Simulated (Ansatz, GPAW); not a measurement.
## InP: 3 runs at one level of theory

```xyz
2
Lattice="0.0000 2.9305 2.9305 2.9305 0.0000 2.9305 2.9305 2.9305 0.0000" Properties=species:S:1:pos:R:3 pbc="T T T"
In    0.0000    0.0000    0.0000
P     4.3957    4.3957    4.3957
```

Alike in all runs: task single point; functional PBE; k mesh 8 × 8 × 8; occupations gaussian, width 0.025 eV; no spin polarisation; no spin-orbit coupling. Pressure is positive in compression and, in plane waves, holds the error of the finite cutoff, which Ansatz's Pulay term estimates and takes out.

| program and potentials | plane-wave cutoff (eV) | notes | band gap (eV) | pressure (GPa) |
| --- | --- | --- | --- | --- |
| Ansatz, Ansatz PAW | 420 | - | ? | ? |
| Ansatz, all-electron LAPW, scalar-relativistic | - | - | 0.71 | 3.34 |
| GPAW, GPAW PAW data sets (gpaw-data 1.2.1) | 600 | - | 0.71 | 3.04 |

Problem. Estimate from the other rows what the run with Ansatz, Ansatz PAW gave.

Solution. Band gap 0.72 eV; pressure 3.34 GPa. Its pressure holds a Pulay term of +0.04 GPa. The other rows, which needn't bracket it: band gap 0.71; pressure 3.04 to 3.34.
